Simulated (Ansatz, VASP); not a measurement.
**Cross-check of SiC (Moissanite 3C) between VASP and Ansatz**

Wanted: the spread between two codes on one cell, functional and k mesh.

Program: Ansatz 0.2.0. Level of theory: plane waves, with VASP 6.6.1 beside it; relaxation of cell and atoms at PBE with D3(BJ) and relaxation of cell and atoms at BLYP with D3(BJ). Results are calculated unless marked as measured.

## 1. The structure

The structure is cubic, space group F-43m (No. 216). The conventional cell has a = 4.358 Å, b = 4.358 Å, c = 4.358 Å, α = 90.00°, β = 90.00°, γ = 90.00°. Nearest to Si lie 4 C at 1.89 Å. Nearest to C lie 4 Si at 1.89 Å. Farther neighbours are not listed.

Structure file:

```
Si C
1.0
     0.00000    2.17900    2.17900
     2.17900    0.00000    2.17900
     2.17900    2.17900    0.00000
Si C
1 1
Direct
  0.00000 0.00000 0.00000
  0.25000 0.25000 0.25000
```

## 2. VASP: relaxation of cell and atoms, PBE with D3(BJ)

The relaxed volume is the usual yardstick between codes: its relative difference is about their pressure difference at one cell divided by the bulk modulus.

Lines of VASP's logs that name or quote its potential files are left out, and so is its time.

INCAR

```
SYSTEM = SiC
PREC = Accurate
ENCUT = 560
EDIFF = 1E-06
NELM = 100
ISMEAR = -1
SIGMA = 0.05
LREAL = .FALSE.
ALGO = Normal
GGA = PE
IVDW = 12
NBANDS = 10
LORBIT = 11
LWAVE = .FALSE.
LCHARG = .FALSE.
KPAR = 2
IBRION = 2
NSW = 60
ISIF = 3
EDIFFG = -0.01
```

POSCAR

```
SiC
1.0
    0.0000000000      2.1790000000      2.1790000000
    2.1790000000      0.0000000000      2.1790000000
    2.1790000000      2.1790000000      0.0000000000
Si C
1 1
Direct
    0.0000000000      0.0000000000      0.0000000000
    0.2500000000      0.2500000000      0.2500000000
```

KPOINTS

```
Automatic mesh
0
Gamma
10 10 10
0 0 0
```

The projector-augmented-wave data sets are Si and C (PBE family, release 64).

Command:

```bash
$ mpirun -np 2 vasp_std
```

Numbers of over 12 decimals in the logs are rounded to 6 here.

Log:

```text
[banner, memory and clock lines left out]
running    2 mpi-ranks, on    1 nodes
 distrk:  each k-point on    1 cores,    2 groups
 distr:  one band on    1 cores,    1 groups

 POSCAR found type information on POSCAR SiC
 POSCAR found :  2 types and       2 ions
 LDA part: xc-table for (Slater+PW92), standard interpolation
 POSCAR, INCAR and KPOINTS ok, starting setup
 FFT: planning ... GRIDC
 FFT: planning ... GRID_SOFT
 FFT: planning ... GRID
 WAVECAR not read
 entering main loop
       N       E                     dE             d eps       ncg     rms          rms(c)
DAV:   1     0.389661688432E+01    0.38966E+01   -0.40795E+03   972   0.708E+02
DAV:   2    -0.162143510308E+02   -0.20111E+02   -0.18684E+02  1254   0.114E+02
DAV:   3    -0.169100328409E+02   -0.69568E+00   -0.69413E+00  1108   0.180E+01
DAV:   4    -0.169127058174E+02   -0.26730E-02   -0.26726E-02  1090   0.143E+00
DAV:   5    -0.169127185615E+02   -0.12744E-04   -0.12744E-04  1102   0.923E-02    0.881E+00
DAV:   6    -0.151160746523E+02    0.17966E+01   -0.67548E+00   976   0.125E+01    0.389E+00
DAV:   7    -0.150654948127E+02    0.50580E-01   -0.37249E-01  1106   0.378E+00    0.178E+00
DAV:   8    -0.150578070189E+02    0.76878E-02   -0.20520E-02   968   0.103E+00    0.163E-01
DAV:   9    -0.150579507314E+02   -0.14371E-03   -0.14383E-03  1230   0.233E-01    0.113E-01
DAV:  10    -0.150580574783E+02   -0.10675E-03   -0.20801E-04  1034   0.967E-02    0.240E-02
DAV:  11    -0.150580594989E+02   -0.20205E-05   -0.37128E-05  1058   0.340E-02    0.587E-03
DAV:  12    -0.150580598946E+02   -0.39574E-06   -0.14360E-06   580   0.829E-03
   1 F= -.15660286E+02 E0= -.15660286E+02  d E =-.156603E+02
 curvature:   0.00 expect dE= 0.000E+00 dE for cont linesearch  0.000E+00
 trial: gam= 0.00000 g(F)=  0.914E-48 g(S)=  0.278E-02 ort = 0.000E+00 (trialstep = 0.100E+01)
 search vector abs. value=  0.278E-02
 bond charge predicted
       N       E                     dE             d eps       ncg     rms          rms(c)
DAV:   1    -0.150505469928E+02    0.75125E-02   -0.52886E-02   944   0.166E+00    0.261E-01
DAV:   2    -0.150496216086E+02    0.92538E-03   -0.22559E-03   968   0.271E-01    0.131E-01
DAV:   3    -0.150494296295E+02    0.19198E-03   -0.32659E-04  1024   0.110E-01    0.347E-02
DAV:   4    -0.150493994241E+02    0.30205E-04   -0.48583E-05   974   0.352E-02    0.153E-02
DAV:   5    -0.150493995888E+02   -0.16477E-06   -0.17990E-06   664   0.867E-03
   2 F= -.15660249E+02 E0= -.15660249E+02  d E =0.371236E-04
 trial-energy change:    0.000037  1 .order    0.000069   -0.002775    0.002914
 step:   0.4963(harm=  0.4878)  dis= 0.00000  next Energy=   -15.660979 (dE=-0.693E-03)
 bond charge predicted
       N       E                     dE             d eps       ncg     rms          rms(c)
DAV:   1    -0.150547998167E+02   -0.54004E-02   -0.13322E-02   950   0.827E-01    0.130E-01
DAV:   2    -0.150545590368E+02    0.24078E-03   -0.58234E-04   966   0.137E-01    0.654E-02
DAV:   3    -0.150545068562E+02    0.52181E-04   -0.81684E-05  1026   0.551E-02    0.177E-02
DAV:   4    -0.150544968313E+02    0.10025E-04   -0.12466E-05   968   0.178E-02    0.762E-03
DAV:   5    -0.150544962185E+02    0.61281E-06   -0.44784E-07   484   0.436E-03
   3 F= -.15660981E+02 E0= -.15660981E+02  d E =-.694971E-03
 curvature:  -0.24 expect dE=-0.293E-07 dE for cont linesearch -0.293E-07
 trial: gam= 0.00000 g(F)=  0.305E-47 g(S)=  0.120E-06 ort =-0.183E-04 (trialstep = 0.899E+00)
 search vector abs. value=  0.120E-06
 reached required accuracy - stopping structural energy minimisation
```

From OUTCAR (step 2):

```text
ion  position               nearest neighbor table
   1  0.000  0.000  0.000-   2 1.89   2 1.89   2 1.89   2 1.89
   2  0.250  0.250  0.250-   1 1.89   1 1.89   1 1.89   1 1.89

  LATTYP: Found a face centered cubic cell.
 ALAT       =     4.3580000000

 Subroutine GETGRP returns: Found 24 space group operations
 (whereof 24 operations were pure point group operations)

The static configuration has the point symmetry T_d .

 Found     47 irreducible k-points:

   k-points           NKPTS =     47   k-points in BZ     NKDIM =     47   number of bands    NBANDS=     10

   dimension x,y,z NGX =    24 NGY =   24 NGZ =   24
   dimension x,y,z NGXF=    48 NGYF=   48 NGZF=   48

   ENCUT  =  560.0 eV  41.16 Ry    6.42 a.u.   5.95  5.95  5.95*2*pi/ulx,y,z

   NELECT =       8.0000    total number of electrons

 k-points in reciprocal lattice and weights: Automatic mesh
   0.00000000  0.00000000  0.00000000       0.001
   0.10000000  0.00000000  0.00000000       0.008
   0.20000000  0.00000000  0.00000000       0.008
   0.30000000  0.00000000  0.00000000       0.008
   0.40000000  0.00000000  0.00000000       0.008
   0.50000000  0.00000000  0.00000000       0.004
   0.10000000  0.10000000  0.00000000       0.006
   0.20000000  0.10000000  0.00000000       0.024
   0.30000000  0.10000000  0.00000000       0.024
[...]
-0.30000000  0.40000000  0.20000000       0.024
  -0.30000000  0.50000000  0.20000000       0.012

 Edisp (eV)   -0.61085

 average (electrostatic) potential at core
       1 -80.2763       2 -44.6835

 E-fermi :   8.8808

 k-point     1 :       0.0000    0.0000    0.0000
  band No.  band energies     occupation
      1      -7.2727      2.00000
      2       8.1860      2.00000
      3       8.1860      2.00000
      4       8.1860      2.00000
      5      14.5024      0.00000
      6      15.5427      0.00000
      7      15.5427      0.00000
      8      15.5427      0.00000
      9      22.7341      0.00000
    ...

 k-point     2 :       0.1000    0.0000    0.0000
  band No.  band energies     occupation
      1      -7.0763      2.00000
      2       7.1767      2.00000
      3       8.0522      2.00000
      4       8.0522      2.00000
      5      14.7529      0.00000
      6      15.7869      0.00000
      7      15.7869      0.00000
      8      15.8269      0.00000
      9      21.7818      0.00000
    ...

 k-point     3 :       0.2000    0.0000    0.0000
  band No.  band energies     occupation
      1      -6.4955      2.00000
      2       5.0510      2.00000
      3       7.7450      2.00000
      4       7.7450      2.00000
      5      14.4540      0.00000
      6      16.1447      0.00000
      7      16.1447      0.00000
      8      17.0350      0.00000
      9      21.1165      0.00000
    ...

 Edisp (eV)   -0.60648

  Total       0.00129     0.00129     0.00129     0.00000    -0.00000    -0.00000
  in kB       0.10047     0.10047     0.10047     0.00000    -0.00000    -0.00000
  external pressure =        0.10 kB  Pullay stress =        0.00 kB

  energy-cutoff  :      560.00
  volume of cell :       20.55
      direct lattice vectors                 reciprocal lattice vectors
     0.000000000  2.173891397  2.173891397    -0.230002290  0.230002290  0.230002290
     2.173891397  0.000000000  2.173891397     0.230002290 -0.230002290  0.230002290
     2.173891397  2.173891397 -0.000000000     0.230002290  0.230002290 -0.230002290

 POSITION                                       TOTAL-FORCE (eV/Angst)
 -----------------------------------------------------------------------------------
      0.00000      0.00000      0.00000         0.000000      0.000000      0.000000
      1.08695      1.08695      1.08695        -0.000000     -0.000000     -0.000000
 -----------------------------------------------------------------------------------
    total drift:                                0.000000      0.000000      0.000000

  FREE ENERGIE OF THE ION-ELECTRON SYSTEM (eV)
  ---------------------------------------------------
  free  energy   TOTEN  =       -15.6609811601 eV

  energy  without entropy=      -15.6609811419  energy(sigma->0) =      -15.66098115

 reached required accuracy - stopping structural energy minimisation

 total charge
# of ion       s       p       d       tot
------------------------------------------
    1        0.708   0.977   0.000   1.685
    2        0.837   1.716   0.000   2.553
--------------------------------------------------
tot          1.545   2.693   0.000   4.238

[... 3 further parts left out ...]
```

CONTCAR:

```
SiC
   1.00000000000000
     0.0000000000000000    2.1738913971113436    2.1738913971113436
     2.1738913971113436    0.0000000000000000    2.1738913971113436
     2.1738913971113436    2.1738913971113436   -0.0000000000000000
  Si              C
     1     1
Direct
     0.0000000000000000    0.0000000000000000    0.0000000000000000
     0.2500000000000000    0.2500000000000000    0.2500000000000000
```

## 3. Ansatz: relaxation of cell and atoms, PBE with D3(BJ)

Ansatz runs on its default PAW (the set named soft_2) files.

The same cell, functional, mesh and smearing now go to Ansatz, which takes its cutoff from its data sets.

input.yaml

```yaml
crystal:
  lattice:
    - [0.0, 2.179, 2.179]
    - [2.179, 0.0, 2.179]
    - [2.179, 2.179, 0.0]
  atoms:
    - { symbol: Si, position: [0.0, 0.0, 0.0] }
    - { symbol: C, position: [0.25, 0.25, 0.25] }
hamiltonian:
  xc: pbe
  pseudopotentials: { kind: paw }
  dispersion: d3bj
kpoints:
  mp_grid: { grid: [10, 10, 10] }
scf:
  occupations: { method: fermi_dirac, width: 0.05 }
relax:
  f_tol: 0.01
  max_steps: 60
  cell: { stress_tol: 0.05 }
output:
  forces: true
  stress: true
```

Command:

```bash
$ ansatz run input.yaml --threads 4 --pin off --max-ram 9216MiB --backend cpu --events-out ev --progress --plain --runs-dir out
```

Log:

```text
Engine: ansatz 0.2.0, x86_64-unknown-linux-gnu
Pseudopotentials: kind: paw
Pseudopotential: Si, paw, valence charge 4, recommended cutoff 420 eV (normal), Si.paw.azcp
Pseudopotential: C, paw, valence charge 4, recommended cutoff 420 eV (normal), C.paw.azcp
Functional definition: PBE
  parameter kappa = 0.804
  parameter beta = 0.066725
  exchange = pbe_x(kappa = kappa, mu = beta*pi^2/3)
  correlation = pbe_c(beta = beta)
Crystal: 2 atoms, lattice volume = 20.692 Å³
Basis set: ecut = 420 eV, 411 PW (Γ), exchange–correlation on 48×48×48 points (8 copies of the dense FFT grid, shifted against one another)
Bands: 8, of which v1, the nominal top of the filled ones, is band 4 counted from 1 (3 counted from 0)
Symmetry: 24 space group operations
Space group: F-43m (ITA 216), of the structure as read, at distance tolerance 2.7e-5 Å
k-points: 47 of 1000 (time reversal used)
Non-local potential: Si, projectors of the file, l = 0: 2, l = 1: 2, l = 2: 2
Non-local potential: C, projectors of the file, l = 0: 2, l = 1: 2, l = 2: 1
PAW form: soft (Blöchl's): semilocal exchange-correlation on the pseudo side does not see the compensation charge
PAW one-centre angular grid: Si, 110 points (default); XC on 64 Gauss nodes
PAW one-centre angular grid: C, 110 points (default); XC on 64 Gauss nodes
Initial density: superposition of atomic densities (neutral atoms: chi_scale 0, normalization atom), corrected by the library's trained network
Initial wavefunctions: pseudopotential atomic-orbital guess
Functional: x = pbe(κ = 0.804, μ = 0.219515), c = pbe(β = 0.066725)
SCF iter   1: F=—  HF=-887.759363 eV  |F-HF|=—  |Δ(HF+E_count)|=         —  Δρ=2.27e-3  dr2=1.09e-3  ethr=1.77e-3  ⟨swp⟩=5.6  Hψ=3058  notcnv=0
preconditioner: auto → none  [insulator: Δε(μ)=1.336 eV  Ē_g=14.040 eV  σ=0.050 eV  W_gap=1.00  n_scr=0 (ndim 8)  ℏωp=23.1 eV  f_vac=0.000  D(μ)=0.00/eV (n_scr^D=0)  ε∞_Penn≈3.7]
SCF iter   2: F=—  HF=-887.759300 eV  |F-HF|=—  |Δ(HF+E_count)|=   6.23e-5  Δρ=8.51e-4  dr2=9.47e-5  ethr=1.37e-5  ⟨swp⟩=2.0  Hψ=883  notcnv=0
SCF iter   3: F=—  HF=-887.759310 eV  |F-HF|=—  |Δ(HF+E_count)|=   9.60e-6  Δρ=3.62e-4  dr2=6.64e-6  ethr=1.18e-6  ⟨swp⟩=2.6  Hψ=558  notcnv=0
SCF iter   4: F=—  HF=-887.759337 eV  |F-HF|=—  |Δ(HF+E_count)|=   2.67e-5  Δρ=4.22e-5  dr2=3.35e-7  ethr=8.30e-8  ⟨swp⟩=2.1  Hψ=551  notcnv=0
iter 5 did not close the SCF: its close was put off for the readings that it lacked (scf_convergence_deferred on its scf_iter line)
SCF iter   5: F=-887.759337 eV  HF=-887.759337 eV  |F-HF|=1.52e-9  |Δ(HF+E_count)|=   1.27e-7  Δρ=2.99e-6  dr2=9.47e-10  ethr=4.19e-9  ⟨swp⟩=2.2  Hψ=544  notcnv=0
SCF iter   6: F=-887.759337 eV  HF=-887.759337 eV  |F-HF|=3.57e-11  |Δ(HF+E_count)|=   2.48e-9  Δρ=3.68e-7  dr2=1.41e-11  ethr=1.18e-11  ⟨swp⟩=1.6  Hψ=1134  notcnv=0
SCF 1 converged in 6 iterations: F = -887.759337 eV  dr2 = 1.41e-11
  greatest PAW one-centre occupation: 0.645 electrons in one spin orbital (limit 2), on the C atom at site 1 (counted from 0), in its partial waves of l = 0
relax step   1: F+E_penalty+E_count = -887.75933668 eV  Δ(F+E_penalty+E_count) = +0.000e0 eV  max|allowed force component| = 3.701e-16 eV/Å  Δτ_max = 0.0000 Å  P = -1.397 GPa  Ω = 20.692 Å³  (6 SCF iters, dr2 threshold 1.00e-7 eV, accepted)
[...]
relax step   2: F+E_penalty+E_count = -887.75990382 eV  Δ(F+E_penalty+E_count) = -5.671e-4 eV  max|allowed force component| = 7.401e-17 eV/Å  Δτ_max = 0.0000 Å  P = -0.662 GPa  Ω = 20.623 Å³  energy of the carried Pulay correction = +1.239e-4 eV  (4 SCF iters, dr2 threshold 2.00e-7 eV, accepted)
[...]
relax step   3: F+E_penalty+E_count = -887.76014153 eV  Δ(F+E_penalty+E_count) = -2.377e-4 eV  max|allowed force component| = 7.170e-17 eV/Å  Δτ_max = 0.0000 Å  P = +0.006 GPa  Ω = 20.561 Å³  energy of the carried Pulay correction = +2.352e-4 eV  (4 SCF iters, dr2 threshold 2.00e-7 eV, accepted)
[...]
relax step   4: F+E_penalty+E_count = -887.75983730 eV  Δ(F+E_penalty+E_count) = +3.042e-4 eV  max|allowed force component| = 9.946e-17 eV/Å  Δτ_max = 0.0000 Å  P = -0.016 GPa  Ω = 20.561 Å³  stress off target by 1.59e-2 GPa  SCF on the basis re-selected at this cell (its energy is not comparable with the rows above)  (4 SCF iters)
basis re-selected at this cell: Δ(F+E_penalty+E_count) = +3.042e-4 eV, ΔP = -0.022 GPa vs the last step (what re-selecting the basis moved, of the pressure what is left beyond the Pulay correction that the steps carried, after the strain that the cell walked since its last selection, with what the two solves' SCF thresholds leave and, on support functions, any second-order correction that the steps lacked; it is no m [...]
SCF converged after 4 iterations
Free energy (F): -887.759837 eV
Harris-Foulkes:  -887.759837 eV  (|F-HF|=2.29e-11)
Internal energy: -887.759837 eV  (E = F + TS)
E sigma→0 (E₀):  -887.759837 eV
Entropy (-TS):   -0.000000 eV (-0.000 meV/atom)
Fermi energy:    10.255914 eV
--- Per-component energies (eV) ---
  E_band       = 29.202128
  E_kinetic    = 136.068946
  E_local      = -104.023328  (includes V_loc(G=0)·N_el)
  E_nonlocal   = 51.929121
  E_hartree    = 31.995407
  E_xc         = -105.617212
  E_vxc        = -109.518165  (∫ρ·V_xc dr)
  E_paw        = -612.121320  (= ΣΔE_a)
  E_vpaw       = -9.245284  (= ΣTr[D̂ρ^β])
  E_aug_tail   = 0.000014  (compensation charges beyond the density's cutoff)
  E_ewald      = -285.385289
  E_disp       = -0.606177  (pairwise vdW)
  E_smearing   = -0.000000  (= −TS)
  E_closure    = 0.000000  (closes the sum)
  Σ components = -887.759837   (vs F -887.759837, Δ=0.00e0)
--- Forces (eV/Å), atoms counted from 1 ---
  atom   1  Si     0.00000000    -0.00000000    -0.00000000
  atom   2  C      0.00000000    -0.00000000     0.00000000
  max |Σ_I F_I| component: 8.79e-17 eV/Å
--- Stress (GPa, compression-positive) ---
       -0.015894      -0.000000      -0.000000
       -0.000000      -0.015894       0.000000
       -0.000000       0.000000      -0.015894
  P = ⅓ Tr σ = -0.0159 GPa (-0.159 kbar)
--- Relaxed structure (3 steps of the walk, 3 accepted, 1 SCFs on fresh bases) ---
  F+E_penalty+E_count = -887.75983730 eV   max|allowed force component| = 9.946e-17 eV/Å   (the final SCF, on the basis selected at the relaxed cell)
  cell:  # Å, volume = 20.5614 Å³
    - [0, 2.174407, 2.174407]
    - [2.174407, 0, 2.174407]
    - [2.174407, 2.174407, 0]
  atoms:
    - { symbol: Si, position: [0, 0, 0] }
    - { symbol: C, position: [0.25, 0.25, 0.25] }
```

Run time: 1.4 s. Hardware: 4 threads of AMD EPYC 7R43, shared host; peak memory 0.39 GiB.

## 4. Side by side

Known differences besides the potentials themselves: both relaxations stop at a tolerance, which leaves soft axes loose, and VASP keeps its plane-wave basis; the cutoff is 420 eV in Ansatz and 560 eV in VASP; VASP leaves aspherical gradient terms in its spheres out (LASPH is not set), Ansatz keeps them; Ansatz adds a Pulay correction to the stress that steers its cell, VASP none. Total energies have different zeros and are not compared.

Compared:

| quantity | Ansatz | VASP | difference |
| --- | --- | --- | --- |
| volume (Å³) | 20.56 | 20.55 | +0.07 % |
| edge a after relaxation, in the typed setting (Å) | 3.075 | 3.074 | +0.03 % |

The walks stopped with -0.02 GPa left in Ansatz and 0.01 GPa in VASP; each walk ends within a tolerance, so the volume difference is uncertain by about these residues over the bulk modulus, most in soft cells.

(Continued in part 2 of 2.)

[Lines on the potential files, build, host, timing and source positions are cut from VASP's logs without a mark.]

[Logs are printed without paths, hosts, clocks, repeated set-up lines and the standing remarks that a program may print on its own settings, such as how far it seeks lower states.]

[Hosts, paths, dates, database ids (printed as entryN), source tags and the programs' standing remarks are cut or masked in the printed files.]
